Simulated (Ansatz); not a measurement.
# A series in volume scale on CaO

All results are calculated (Ansatz 0.2.0). Periodic Kohn-Sham DFT of a crystal at fixed atoms, scaled to volume_scale times the given cell; pressure positive in compression, energy less spherical unpolarised free atoms, largest_vzz the field gradient of largest size among the nuclei.

The cell before it is scaled or strained (space group F-43m, No. 216):
```
CELL_PARAMETERS angstrom
0.00000 2.62180 2.62180
2.62180 0.00000 2.62180
2.62180 2.62180 0.00000
ATOMIC_POSITIONS crystal
Ca 0.00000 0.00000 0.00000
O 0.25000 0.25000 0.25000
```

Settings of every row: method frozen-core PAW; functional PBE; relativity scalar; k mesh 11x11x11; filling fermi-dirac; smearing width 0.05 eV; wave cutoff 420 eV; paw set soft_2.

Atom start moment: 0 on all atoms.

Limits: the cell comes from a prototype or a list of computed structures and needn't be the stable phase.

```
row  volume scale  V (Å³/atom)  pressure (GPa)
  1        0.9405        16.95           5.274
  2          0.98       17.661           1.598
  3             1       18.022           0.002
  4          1.02       18.382               ?
  5          1.06       19.103          -3.919
```

Question: what pressure should row 4 give?

Worked fit of pressure. Take u = (V_r/V)^(2/3) − 1 with V_r = 17.841 Å³ an atom, which is twice the finite (Eulerian) strain; such expansions in the strain, on which the Birch-Murnaghan equation of state is built, carry the rest volume and the bulk modulus. The shown rows have u = 0.03474, 0.00678, -0.00671, -0.04454. Least squares give pressure = 0.7824 + 118.871 × u + 299.24 × u² GPa; a straight line predicts inner rows, each left out in turn, worse (root mean square 0.3 against 0.0082 GPa). The rows lie off it by 0.001, -0.004, 0.004, -0.001. The pressure vanishes at u = -0.0067, or V = 18.02 Å³ an atom, and there the bulk modulus at fixed shape and fractions is B = −V dP/dV = (2/3)(1 + u) dP/du = 76.1 GPa. The withheld row has u = -0.01972, so the fit gives 0.7824 + 118.871 × (-0.01972) + 299.24 × (-0.01972)² = -1.445 GPa.

The calculation gave -1.439 GPa. The fit lies 0.006 GPa (0.065 % of the column's range) below it; its largest miss of a shown row is 0.004 GPa.
